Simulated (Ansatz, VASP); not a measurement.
# One calculation of HfN, two programs

Contents of POSCAR:

```
HfN
1.0
    0.0000000000      2.2560000000      2.2560000000
    2.2560000000      0.0000000000      2.2560000000
    2.2560000000      2.2560000000      0.0000000000
Hf N
1 1
Direct
    0.0000000000      0.0000000000      0.0000000000
    0.5000000000      0.5000000000      0.5000000000
```

Contents of INCAR.step1:

```
ALGO = Normal
EDIFF = 1E-4
ENCUT = 600
GGA = PE
ISMEAR = -1
LASPH = True
LCHARG = False
LREAL = False
LWAVE = True
NELM = 100
PREC = Accurate
SIGMA = 0.1
```

INCAR.step2

```
ALGO = Normal
EDIFF = 1E-6
EDIFFG = -0.005
ENCUT = 600
IBRION = 2
ISIF = 3
ISMEAR = -1
ISTART = 1
IVDW = 13
LASPH = True
LCHARG = False
LMIXTAU = True
LREAL = False
LWAVE = False
METAGGA = R2SCAN
NELM = 100
NSW = 80
PREC = Accurate
SIGMA = 0.1
VDW_A1 = 0.51559235
VDW_A2 = 5.77342911
VDW_S6 = 1.0
VDW_S8 = 0.6018749
```

The input KPOINTS:

```
k-points
0
Gamma
  10 10 10
```

Input for Ansatz:

```yaml
crystal:
  lattice:
    - [0.0, 2.256, 2.256]
    - [2.256, 0.0, 2.256]
    - [2.256, 2.256, 0.0]
  atoms:
    - { symbol: Hf, position: [0.0, 0.0, 0.0] }
    - { symbol: "N", position: [0.5, 0.5, 0.5] }
kpoints:
  mp_grid:
    grid: [10, 10, 10]
hamiltonian:
  xc: r2scan
  dispersion: d4
scf:
  occupations:
    method: fermi_dirac
    width: 0.1
relax:
  f_tol: 0.005
  max_steps: 60
  cell: {}
```

Alike in both runs: task relaxation of cell and atoms; functional r2SCAN; dispersion D4; k mesh 10 × 10 × 10; occupations fermi-dirac, width 0.1 eV; no spin polarisation.

|  | VASP | Ansatz |
| --- | --- | --- |
| version | VASP 6.6.1 | Ansatz 0.2.0 |
| potentials or method | VASP PAW PBE potentials, release 64 (Hf_pv, N) | plane waves, PAW |
| plane-wave cutoff (eV) | 600 | 500 |
| valence electrons in the cell | 15 | 31 |

```csv
,VASP,Ansatz,Ansatz less VASP
relaxed volume (Å³/atom),11.41,11.52,+0.105
relaxed cell length with the largest relative difference (Å),3.184,3.194,+0.0098
```

The two sets of potentials don't hold the same shells in valence.

Caveats: the PAW data sets were made with another functional, which shifts forces and pressure a little (VASP); pairwise dispersion overbinds metals, which lowers pressure and volume. Spin-orbit coupling is left out, which matters for the levels of Hf.
